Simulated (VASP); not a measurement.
# N (P6_3/mmc) in VASP: single point with r2SCAN

Aim: the single point of N with r2SCAN.

Program: VASP 6.6.1. These are calculated values, not measurements. Logs are shortened: lines on timing, memory, paths and dates and some standing lists are left out, and cuts for length are marked.

## (1) The crystal as given

It takes space group P6_3/mmc (No. 194, hexagonal). The conventional cell has a = 1.901 Å, b = 1.901 Å, c = 6.308 Å, α = 90.00°, β = 90.00°, γ = 120.00°. N (site symmetry -6m2) is surrounded by 6 N at 1.90 Å.

The real solid is made of molecules; this cell is a model form.

## (2) Single point, r2SCAN

Input file POSCAR:

```
N
1.0
    1.9011423169      0.0000000000      0.0000000000
   -0.9505711585      1.6464375427      0.0000000000
    0.0000000000      0.0000000000      6.3078397652
N
2
Direct
    0.3333333333      0.6666666667      0.2500000000
    0.6666666667      0.3333333333      0.7500000000
```

Input file INCAR.step1:

```
SYSTEM = N
PREC = Accurate ; ENCUT = 520
ISMEAR = 0 ; SIGMA = 0.1
LREAL = .FALSE. ; LASPH = .TRUE.
NELM = 100 ; NBANDS = 12
GGA = PE ; ALGO = Normal
EDIFF = 1E-4 ; LWAVE = .TRUE.
LCHARG = .FALSE.
```

Input file INCAR.step2:

```
SYSTEM = N
PREC = Accurate ; ENCUT = 520
EDIFF = 1E-6 ; ISMEAR = 0
SIGMA = 0.1 ; LREAL = .FALSE.
LASPH = .TRUE. ; NELM = 100
ALGO = Normal ; ISIF = 2
LWAVE = .FALSE. ; LCHARG = .TRUE.
METAGGA = R2SCAN ; LMIXTAU = .TRUE.
LELF = .TRUE. ; LVHAR = .TRUE.
NBANDS = 12 ; ISTART = 1
```

Input file KPOINTS:

```
regular mesh
0
G
  24 24 8
  0 0 0
```

Potentials or basis: VASP PAW PBE potentials, release 64 (N).

On the command line:

```sh
> cat potpaw_PBE.64/N/POTCAR > POTCAR
> cp INCAR.step1 INCAR
> mpirun -np 1 vasp_std > vasp.out
> cp INCAR.step2 INCAR
> mpirun -np 1 vasp_std > vasp.out
```

OUTCAR:

```text
SYSTEM = N
   PREC = Accurate
   ENCUT = 520
   EDIFF = 1E-6
   ISMEAR = 0
   LREAL = .FALSE.
   LASPH = .TRUE.
   NELM = 100
   ISIF = 2
   METAGGA = R2SCAN
   ISTART = 1

 ion  position               nearest neighbor table
   1  0.333  0.667  0.250-
   2  0.667  0.333  0.750-

  LATTYP: Found a hexagonal cell.
 ALAT       =     1.9011423169
 C/A-ratio  =     3.3179208674

  Lattice vectors:

 A1 = (   1.9011423169,   0.0000000000,   0.0000000000)
 A2 = (  -0.9505711585,   1.6464375427,   0.0000000000)
 A3 = (   0.0000000000,   0.0000000000,   6.3078397652)

Analysis of symmetry for initial positions (statically):
=====================================================================
 Subroutine PRICEL returns:
 Original cell was already a primitive cell.

 Routine SETGRP: Setting up the symmetry group for a
 hexagonal supercell.

 Subroutine GETGRP returns: Found 24 space group operations
 (whereof 12 operations were pure point group operations)
 out of a pool of 24 trial point group operations.

The static configuration has the point symmetry D_3d.
 The point group associated with its full space group is D_6h.

Analysis of symmetry for dynamics (positions and initial velocities):
=====================================================================
 Subroutine PRICEL returns:
 Original cell was already a primitive cell.

 Routine SETGRP: Setting up the symmetry group for a
 hexagonal supercell.

 Subroutine GETGRP returns: Found 24 space group operations
 (whereof 12 operations were pure point group operations)
 out of a pool of 24 trial point group operations.

The dynamic configuration has the point symmetry D_3d.
 The point group associated with its full space group is D_6h.

 Subroutine INISYM returns: Found 24 space group operations
 (whereof 12 operations are pure point group operations),
 and found     1 'primitive' translations

----------------------------------------------------------------------------------------

                                     Primitive cell

  volume of cell :      19.7442

  direct lattice vectors                    reciprocal lattice vectors
     1.901142317  0.000000000  0.000000000     0.525999548  0.303685981  0.000000000
[... 90 lines left out ...]
   IBRION =     -1    ionic relax: 0-MD 1-quasi-New 2-CG
   NFREE  =      0    steps in history (QN), initial steepest desc. (CG)
   ISIF   =      2    stress and relaxation
   ISYM   =      2    0-nonsym 1-usesym 2-fastsym
   POTIM  = 0.5000    time-step for ionic-motion
   TEBEG  =    0.0;   TEEND  =   0.0 temperature during run
   PSTRESS=    0.0 pullay stress
   NELECT =      10.0000    total number of electrons
   NUPDOWN=      -1.0000    fix difference up-down
   EMIN   =  10.00;   EMAX   =-10.00  energy-range for DOS
   EFERMI =   0.00;   METHOD = LEGACY
   ISMEAR =     0;   SIGMA  =   0.10  broadening in eV -4-tet -1-fermi 0-gaus
   EFERMI_NEDOS =   21; number of points for ismear=-14 and -15
   IALGO  =     38    algorithm
   IMIX   =      4    mixing-type and parameters
     AMIX     =   0.40;   BMIX     =  1.00
     AMIX_MAG =   1.60;   BMIX_MAG =  1.00
  volume/ion in A,a.u.               =       9.87        66.62
  Fermi-wavevector in a.u.,A,eV,Ry     =   1.304952  2.466002 23.169369  1.702901
  Thomas-Fermi vector in A             =   2.435854
   LORBIT       =      0    0 simple, 1 ext, 2 COOP (PROOUT), +10 PAW based schemes
   METAGGA = R2SCAN    functional components
   LHFCALC =     F    Hartree Fock is set to
   AEXX    =    0.0000 exact exchange contribution
   IVDW    =     0    specifies the selected vdW correction
   LEPSILON=     F    determine dielectric tensor
   LRPA    =     F    only Hartree local field effects (RPA)
 non-spin polarized calculation
 Gauss-broadening in eV      SIGMA  =   0.10
  energy-cutoff  :      520.00
  volume of cell :       19.74
 maximum number of plane-waves:       556
   NGX =  7   NGY =  7   NGZ = 23

 number of electron       9.9999997 magnetization

 Free energy of the ion-electron system (eV)
  ---------------------------------------------------
  ext. energy  EPLUGINS =         0.00000000
  ---------------------------------------------------
  free energy    TOTEN  =        -9.49167428 eV

  energy without entropy =       -9.48694224  energy(sigma->0) =       -9.48930826

 E-fermi :   2.1904     XC(G=0): -11.2870

 val. band max:        2.1895064335   @ k =   0.3333   0.1667   0.2500
 cond. band min:       2.1988233326   @ k =   0.3750   0.1250   0.1250
 fundamental gap:      0.0093168991
 Fermi energy:         2.1903819059

 k-point     1 :       0.0000    0.0000    0.0000
  band No.  band energies     occupation
      1     -19.2023      2.00000
      2     -18.9082      2.00000
      3      -4.8059      2.00000
      4      -2.6259      2.00000
      5       9.6823      0.00000
      6      10.2389      0.00000
      7      10.2389      0.00000
      8      10.2456      0.00000
      9      10.2456      0.00000
     10      15.8335      0.00000
     11      26.5361      0.00000
     12      32.1362      0.00000
[... 331 lines left out ...]
 k-point    24 :       0.4583    0.0417    0.0000
  band No.  band energies     occupation
      1      -9.4949      2.00000
      2      -9.3498      2.00000
      3      -6.3715      2.00000
      4      -6.2527      2.00000
      5       2.3659      0.01304
      6       2.8518      0.00000
      7       6.2662      0.00000
      8       6.3055      0.00000
      9      17.4904      0.00000
     10      20.2878      0.00000
     11      21.8286      0.00000
     12      23.9272      0.00000

 [... further k-points ...]

------------------------ aborting loop because EDIFF is reached ----------------------------------------

  FORCE on cell =-STRESS in cart. coord.  units (eV):
  Direction    XX          YY          ZZ          XY          YZ          ZX
  --------------------------------------------------------------------------------------
  -------------------------------------------------------------------------------------
  Total        0.0142331      0.0142331     -0.0366868     -0.0000000      0.0000000     -0.0000000
  in kB        1.1549646      1.1549646     -2.9770079     -0.0000000      0.0000000     -0.0000000
  external PRESSURE =      -0.2223596 kB  Pullay stress =       0.0000000 kB

 VOLUME and BASIS-vectors are now :
 -----------------------------------------------------------------------------
  energy-cutoff  :      520.00
  volume of cell :       19.74
      direct lattice vectors                 reciprocal lattice vectors
     1.901142317  0.000000000  0.000000000     0.525999548  0.303685981  0.000000000
    -0.950571158  1.646437543  0.000000000     0.000000000  0.607371962  0.000000000
     0.000000000  0.000000000  6.307839765     0.000000000  0.000000000  0.158532879

 POSITION                                       TOTAL-FORCE (eV/Angst)
 -----------------------------------------------------------------------------------
     -0.00000      1.09763      1.57696         0.000000      0.000000      0.000000
      0.95057      0.54881      4.73088        -0.000000     -0.000000      0.000000
 -----------------------------------------------------------------------------------
    total drift:                               -0.000000      0.000000      0.000000

  FREE ENERGIE OF THE ION-ELECTRON SYSTEM (eV)
  ---------------------------------------------------
  free  energy   TOTEN  =        -9.4916742828 eV

  energy  without entropy=       -9.4869422369  energy(sigma->0) =       -9.48930826
```

OSZICAR.step1:

```text
N       E                     dE             d eps       ncg     rms          rms(c)
DAV:   1     0.302285672321E+02    0.30229E+02   -0.56215E+03  7572   0.776E+02
DAV:   2    -0.711199139769E+01   -0.37341E+02   -0.35355E+02  9644   0.170E+02
DAV:   3    -0.842898898001E+01   -0.13170E+01   -0.12896E+01  8656   0.278E+01
DAV:   4    -0.843421107044E+01   -0.52221E-02   -0.52212E-02  8256   0.202E+00
DAV:   5    -0.843422658358E+01   -0.15513E-04   -0.15513E-04  8564   0.107E-01    0.262E+00
DAV:   6    -0.841626253366E+01    0.17964E-01   -0.68794E-03  7836   0.707E-01    0.155E+00
DAV:   7    -0.841118138907E+01    0.50811E-02   -0.11320E-02  7816   0.900E-01    0.737E-02
DAV:   8    -0.841109517831E+01    0.86211E-04   -0.44115E-04  7868   0.199E-01
   1 F= -.84110952E+01 E0= -.84087041E+01  d E =-.478217E-02
```

Run time: 98 s. Hardware: 1 thread of Intel Xeon Platinum 8375C at 2.90GHz (Ice Lake), shared host; peak memory 0.17 GiB.

Results:

| Property | Result |
| --- | --- |
| Free energy | -9.4917 eV |
| Pressure | 0.0 GPa |
| Band gap on the k mesh | none (metal or under the smearing width) |

Levels at points of the mesh, in eV from the Fermi level:
```
           k point  band 1  band 2  band 3  band 4  band 5  band 6  band 7  band 8  band 9  band 10
(0.00, 0.00, 0.00)  -21.39  -21.10   -7.00   -4.82    7.49    8.05    8.05    8.06    8.06    13.64
(0.50, 0.00, 0.00)  -11.46  -11.35   -8.88   -8.80    0.21    0.65    4.34    4.38   15.21    17.96
(0.00, 0.00, 0.50)  -21.25  -21.25   -6.01   -6.01    8.05    8.05    8.05    8.05   10.25    10.25
(0.50, 0.00, 0.50)  -11.40  -11.40   -8.85   -8.85    0.44    0.44    4.36    4.36   15.88    15.88
```

Caveat: the PAW data sets were made with another functional, which shifts forces and pressure a little.
